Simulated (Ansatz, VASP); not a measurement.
## ZnS in VASP and in Ansatz

INCAR

```
  PREC = Accurate
  ENCUT = 520
  EDIFF = 1E-6
  ISMEAR = 0
  SIGMA = 0.02
  LREAL = F
  LASPH = T
  NELM = 80
  ALGO = Normal
  ISIF = 2
  LWAVE = F
  LCHARG = T
  GGA = PE
  LELF = T
  LVHAR = T
  NBANDS = 26
```

Contents of KPOINTS:

```
regular mesh
0
Gamma
  12 12 4
```

File POSCAR:

```
ZnS
1.0
    3.8825075997      0.0000000000      0.0000000000
   -1.9412537999      3.3623502117      0.0000000000
    0.0000000000      0.0000000000      6.3676894837
Zn S
2 2
Direct
    0.3333333333      0.6666666667      0.0002666736
    0.6666666667      0.3333333333      0.5002666736
    0.3333333333      0.6666666667      0.3747333264
    0.6666666667      0.3333333333      0.8747333264
```

Input for Ansatz:

```yaml
crystal:
  lattice:
    - [3.8825075997, 0.0, 0.0]
    - [-1.9412537999, 3.3623502117, 0.0]
    - [0.0, 0.0, 6.3676894837]
  atoms:
    - { symbol: Zn, position: [0.3333333333, 0.6666666667, 0.0002666736] }
    - { symbol: Zn, position: [0.6666666667, 0.3333333333, 0.5002666736] }
    - { symbol: S, position: [0.3333333333, 0.6666666667, 0.3747333264] }
    - { symbol: S, position: [0.6666666667, 0.3333333333, 0.8747333264] }
basis:
  ecutwfc: 420
kpoints:
  mp_grid: { grid: [12, 12, 4] }
  band_path: { path: [VBM, CBM], npoints: 2 }
hamiltonian:
  xc: pbe
scf:
  occupations: { method: gaussian, width: 0.02 }
output:
  forces: true
  stress: true
  eigenvalues: true
checkpoint:
  read: start.run
  write: ck
  compress: false
  write_wavefunctions: false
  write_every: 100000
```

Alike in both runs: task single point; functional PBE; k mesh 12 × 12 × 4; occupations gaussian, width 0.02 eV; no spin polarisation.

```csv
,VASP,Ansatz
version,VASP 6.6.1,Ansatz 0.2.0
potentials or method,"VASP PAW PBE potentials, release 64 (Zn, S)","scalar-relativistic, plane waves, PAW"
plane-wave cutoff (eV),520,420
valence electrons in the cell,36,36
```

Ansatz gave:

```
gap on the k mesh at the Fermi level (eV) : 1.95
least direct gap on the mesh (eV)         : 1.95
pressure (GPa)                            : -1.9
rms of the force components (eV/Å)        : 0.004
```

**Question.** What did VASP give for the same quantities?

**Answer.** gap on the k mesh at the Fermi level (eV): 1.95; least direct gap on the mesh (eV): 1.95; pressure (GPa): -1.8; rms of the force components (eV/Å): 0.004.

Atom by atom the forces differ by 0.000 eV/Å (rms over components).

A k mesh can miss the band edges.
